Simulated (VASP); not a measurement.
# GeSb2Te4 (Fd-3m) in VASP: phonons with PBE

Aim: the phonons of GeSb2Te4 with PBE.

Program: VASP 6.6.1. These are calculated values, not measurements. Logs are shortened: lines on timing, memory, paths and dates and some standing lists are left out, and cuts for length are marked.

## Step 1: Starting point

The structure is cubic, space group Fd-3m (No. 227). The conventional cell has a = 12.707 Å, b = 12.707 Å, c = 12.707 Å, α = 90.00°, β = 90.00°, γ = 90.00°. Ge (site symmetry -43m) has 4 Te at 2.88 Å as nearest neighbours. Sb (site symmetry -3m) has 6 Te at 3.11 Å as nearest neighbours. Te (site symmetry 3m) is surrounded by 1 Ge at 2.88 Å and 3 Sb at 3.11 Å.

The cell was built by a generator and needn't be a form met in nature.

## Step 2: Phonons, PBE

POSCAR

```
GeSb2Te4
1.0
    0.0000000000      6.3533700000      6.3533700000
    6.3533700000      0.0000000000      6.3533700000
    6.3533700000      6.3533700000      0.0000000000
Ge Sb Te
2 4 8
Direct
    0.2500000000      0.2500000000      0.2500000000
    0.0000000000      0.0000000000      0.0000000000
    0.6250000000      0.6250000000      0.6250000000
    0.1250000000      0.6250000000      0.6250000000
    0.6250000000      0.1250000000      0.6250000000
    0.6250000000      0.6250000000      0.1250000000
    0.3807390000      0.8577820000      0.3807390000
    0.3807390000      0.3807390000      0.3807390000
    0.3807390000      0.3807390000      0.8577820000
    0.8577820000      0.3807390000      0.3807390000
    0.3922180000      0.8692610000      0.8692610000
    0.8692610000      0.3922180000      0.8692610000
    0.8692610000      0.8692610000      0.3922180000
    0.8692610000      0.8692610000      0.8692610000
```

INCAR.step1

```
PREC = Accurate
ENCUT = 520
EDIFF = 1E-8
ISMEAR = 0
SIGMA = 0.1
LREAL = False
LASPH = True
NELM = 100
ALGO = Normal
ISIF = 3
LWAVE = False
LCHARG = False
GGA = PE
KPAR = 8
IBRION = 2
NSW = 40
EDIFFG = -0.002
```

INCAR.step2

```
PREC = Accurate
ENCUT = 520
EDIFF = 1E-8
ISMEAR = 0
SIGMA = 0.1
LREAL = False
LASPH = True
NELM = 100
ALGO = Normal
ISIF = 2
LWAVE = False
LCHARG = False
GGA = PE
KPAR = 8
IBRION = 6
NFREE = 2
POTIM = 0.015
NSW = 1
```

KPOINTS

```
regular mesh
0
Gamma
  4 4 4
```

Potentials or basis: VASP PAW PBE potentials, release 64 (Ge_d, Sb, Te).

The run is started by

```console
> cat potpaw_PBE.64/Ge_d/POTCAR potpaw_PBE.64/Sb/POTCAR potpaw_PBE.64/Te/POTCAR > POTCAR
> cp INCAR.step1 INCAR
> mpirun -np 8 vasp_std > vasp.out
> cp CONTCAR POSCAR
> cp INCAR.step2 INCAR
> mpirun -np 8 vasp_std > vasp.out
```

OUTCAR:

```text
PREC = Accurate
   ENCUT = 520
   EDIFF = 1E-8
   ISMEAR = 0
   LREAL = False
   LASPH = True
   NELM = 100
   ISIF = 2
   GGA = PE
   IBRION = 6
   NFREE = 2
   POTIM = 0.015
   NSW = 1

 ion  position               nearest neighbor table
   1  0.250  0.250  0.250-   8 2.88   7 2.88   9 2.88  10 2.88
   2  0.000  0.000  0.000-  14 2.88  12 2.88  13 2.88  11 2.88
   3  0.625  0.625  0.625-   7 3.11   9 3.11  10 3.11  11 3.11  12 3.11  13 3.11
   4  0.125  0.625  0.625-   7 3.11   9 3.11  12 3.11  13 3.11   8 3.11  14 3.11
   5  0.625  0.125  0.625-   9 3.11  10 3.11  11 3.11  13 3.11   8 3.11  14 3.11
   6  0.625  0.625  0.125-   7 3.11  10 3.11  11 3.11  12 3.11   8 3.11  14 3.11
   7  0.381  0.858  0.381-   1 2.88   4 3.11   6 3.11   3 3.11
   8  0.381  0.381  0.381-   1 2.88   4 3.11   5 3.11   6 3.11
   9  0.381  0.381  0.858-   1 2.88   4 3.11   5 3.11   3 3.11
  10  0.858  0.381  0.381-   1 2.88   5 3.11   6 3.11   3 3.11
  11  0.392  0.869  0.869-   2 2.88   5 3.11   6 3.11   3 3.11
  12  0.869  0.392  0.869-   2 2.88   4 3.11   6 3.11   3 3.11
  13  0.869  0.869  0.392-   2 2.88   4 3.11   5 3.11   3 3.11
  14  0.869  0.869  0.869-   2 2.88   4 3.11   5 3.11   6 3.11

  LATTYP: Found a face centered cubic cell.
 ALAT       =    12.7054097360

  Lattice vectors:

 A1 = (   0.0000000000,   6.3527048680,   6.3527048680)
 A2 = (   6.3527048680,   0.0000000000,   6.3527048680)
 A3 = (   6.3527048680,   6.3527048680,   0.0000000000)

Analysis of symmetry for initial positions (statically):
=====================================================================
 Subroutine PRICEL returns:
 Original cell was already a primitive cell.

 Routine SETGRP: Setting up the symmetry group for a
 face centered cubic supercell.

 Subroutine GETGRP returns: Found 48 space group operations
 (whereof 24 operations were pure point group operations)
 out of a pool of 48 trial point group operations.

The static configuration has the point symmetry T_d .
 The point group associated with its full space group is O_h .

Analysis of symmetry for dynamics (positions and initial velocities):
=====================================================================
 Subroutine PRICEL returns:
 Original cell was already a primitive cell.
[... 162 lines left out ...]
  ext. energy  EPLUGINS =         0.00000000
  ---------------------------------------------------
  free energy    TOTEN  =       -51.09018637 eV

  energy without entropy =      -51.09018281  energy(sigma->0) =      -51.09018459

------------------------ aborting loop because EDIFF is reached ----------------------------------------

  FORCE on cell =-STRESS in cart. coord.  units (eV):
  Direction    XX          YY          ZZ          XY          YZ          ZX
  --------------------------------------------------------------------------------------
  -------------------------------------------------------------------------------------
  Total        0.0133712      0.0133712      0.0133712      0.0000000      0.0000000      0.0000000
  in kB        0.0417805      0.0417805      0.0417805      0.0000000      0.0000000      0.0000000
  external PRESSURE =       0.0417805 kB  Pullay stress =       0.0000000 kB
[... 275 lines left out ...]
--------------------------------------- Ionic step        7  -------------------------------------------

 number of electron      95.9999983 magnetization

 Free energy of the ion-electron system (eV)
  ---------------------------------------------------
  ext. energy  EPLUGINS =         0.00000000
  ---------------------------------------------------
  free energy    TOTEN  =       -51.08985066 eV

  energy without entropy =      -51.08984730  energy(sigma->0) =      -51.08984898

 E-fermi :   4.6486     XC(G=0):  -8.4828

 val. band max:        4.3563119702   @ k =   0.5000   0.2500  -0.2500
 cond. band min:       4.9194592897   @ k =   0.0000   0.0000   0.0000
 fundamental gap:      0.5631473195
 Fermi energy:         4.6486213732

 k-point     1 :       0.0000    0.0000    0.0000
  band No.  band energies     occupation
      1     -20.4414      2.00000
      2     -20.4413      2.00000
      3     -20.4412      2.00000
      4     -20.4372      2.00000
      5     -20.4372      2.00000
      6     -20.4370      2.00000
[... 1470 lines left out ...]
  FREE ENERGIE OF THE ION-ELECTRON SYSTEM (eV)
  ---------------------------------------------------
  free  energy   TOTEN  =       -51.0898506649 eV

  energy  without entropy=      -51.0898472952  energy(sigma->0) =      -51.08984898

 INTERNAL STRAIN TENSORS FROM DISPLACED ATOMS
 ============================================

 INTERNAL STRAIN TENSOR FOR ION    1 for displacements in x,y,z  (eV/Angst):
          X           Y           Z          XY          YZ          ZX
  --------------------------------------------------------------------------------
  x    -0.00000     0.00000     0.00000    -0.00000     4.40217     0.00000
  y     0.00000     0.00000     0.00000     0.00000    -0.00000     4.40217
  z     0.00000     0.00000    -0.00000     4.40217     0.00000    -0.00000
[... 8 lines left out ...]
 INTERNAL STRAIN TENSOR FOR ION   14 for displacements in x,y,z  (eV/Angst):
          X           Y           Z          XY          YZ          ZX
  --------------------------------------------------------------------------------
  x    -8.66278     2.04355     2.04355     0.00579     0.88044     0.00579
  y     2.04355    -8.66278     2.04355     0.00579     0.00579     0.88044
  z     2.04355     2.04355    -8.66278     0.88044     0.00579     0.00579

 Eigenvectors and eigenvalues of the dynamical matrix
   1 f  =    4.248493 THz    26.694069 2PiTHz  141.714473 cm-1    17.570347 meV
   2 f  =    4.248493 THz    26.694069 2PiTHz  141.714473 cm-1    17.570347 meV
   3 f  =    4.248493 THz    26.694069 2PiTHz  141.714473 cm-1    17.570347 meV
   4 f  =    4.147927 THz    26.062192 2PiTHz  138.359943 cm-1    17.154439 meV
   5 f  =    4.147927 THz    26.062192 2PiTHz  138.359943 cm-1    17.154439 meV
   6 f  =    4.147927 THz    26.062192 2PiTHz  138.359943 cm-1    17.154439 meV
[... 31 lines left out ...]
  38 f  =    0.872627 THz     5.482878 2PiTHz   29.107706 cm-1     3.608894 meV
  39 f  =    0.872627 THz     5.482878 2PiTHz   29.107706 cm-1     3.608894 meV
  40 f/i=    0.011899 THz     0.074766 2PiTHz    0.396922 cm-1     0.049212 meV
  41 f/i=    0.011899 THz     0.074766 2PiTHz    0.396922 cm-1     0.049212 meV
  42 f/i=    0.011899 THz     0.074766 2PiTHz    0.396922 cm-1     0.049212 meV

 ELASTIC MODULI CONTR FROM IONIC RELAXATION (kBar)
 Direction    XX          YY          ZZ          XY          YZ          ZX
 --------------------------------------------------------------------------------
 XX        -513.6007    218.1702    218.1702      0.0000      0.0000      0.0000
 YY         218.1702   -513.6007    218.1702      0.0000     -0.0000     -0.0000
 ZZ         218.1702    218.1702   -513.6007     -0.0000      0.0000      0.0000
 XY           0.0000      0.0000     -0.0000    -39.8067      0.0000     -0.0000
 YZ           0.0000     -0.0000      0.0000      0.0000    -39.8067      0.0000
 ZX           0.0000     -0.0000      0.0000     -0.0000      0.0000    -39.8067
 --------------------------------------------------------------------------------
```

OSZICAR.step1:

```text
N       E                     dE             d eps       ncg     rms          rms(c)
DAV:   1     0.886410629437E+03    0.88641E+03   -0.34462E+04  1002   0.183E+03
[... 20 lines left out ...]
       N       E                     dE             d eps       ncg     rms          rms(c)
DAV:   1    -0.510902457426E+02   -0.47433E-04   -0.90721E-04  1099   0.190E-01    0.428E-02
DAV:   2    -0.510902160530E+02    0.29690E-04   -0.57665E-05  1200   0.558E-02    0.201E-02
DAV:   3    -0.510902072053E+02    0.88476E-05   -0.13371E-05  1174   0.216E-02    0.763E-03
DAV:   4    -0.510902061816E+02    0.10237E-05   -0.22430E-06  1072   0.586E-03    0.475E-03
DAV:   5    -0.510902063892E+02   -0.20767E-06   -0.26849E-07  1062   0.300E-03    0.290E-03
DAV:   6    -0.510902063833E+02    0.59345E-08   -0.54456E-08   928   0.104E-03
   2 F= -.51090206E+02 E0= -.51090205E+02  d E =-.808101E-05
```

Wall time 11 min (8 MPI ranks of Intel Xeon 6975P-C (Granite Rapids), shared host); peak memory 1.2 GiB.

Results:

```
Highest phonon frequency at Γ, LO-TO splitting left out : 142 cm⁻¹
```

Phonon frequencies in cm⁻¹ (negative: imaginary):
```
              q point                                                                                                                            frequencies
(0.000, 0.000, 0.000)  0 0 0 29 29 29 38 38 38 41 41 54 54 54 65 65 70 70 70 76 76 76 82 83 83 83 89 89 89 91 91 120 123 123 123 138 138 138 138 142 142 142
```
